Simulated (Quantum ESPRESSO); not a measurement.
Crystal: WS2 (Tungstenite).

```
W S
1.0
     3.18000    0.00000    0.00000
    -1.59000    2.75396    0.00000
     0.00000    0.00000   12.50000
W S
2 4
Direct
  0.66667 0.33333 0.75000
  0.33333 0.66667 0.25000
  0.66667 0.33333 0.37500
  0.33333 0.66667 0.87500
  0.66667 0.33333 0.12500
  0.33333 0.66667 0.62500
```

Program: Quantum ESPRESSO 7.5. Alike in all runs: task dielectric tensor; no spin polarisation; cell as given; smearing fermi-dirac 0.05 eV; the mesh is coarse, so values aren't converged.

**Question.** Order these runs on this cell by their pressure, lowest first.
A. level WC; potentials or basis PseudoDojo 0.4.1 SR PBE standard; k mesh 4 × 4 × 2, shifted; cutoff (eV) 1007
B. level BLYP; potentials or basis PseudoDojo 0.4.1 SR PBE standard; k mesh 4 × 4 × 2, shifted; cutoff (eV) 1007
C. level LDA; potentials or basis PseudoDojo 0.4.1 SR LDA standard; k mesh 4 × 4 × 2; cutoff (eV) 952; form of the LDA correlation PW92

**Answer.** C (-6.3 GPa), A (-1.9 GPa), B (9.4 GPa).

Caveats: all runs use coarse meshes; the potentials were made for another functional, which shifts forces and pressure (some runs); this functional lacks dispersion, which binds the layers, so the pressure and a relaxed spacing across them are unreliable (some runs); the cell is more than 3 GPa from zero pressure, which shifts response properties (some runs).

Runs at the PBE level aren't shown here.
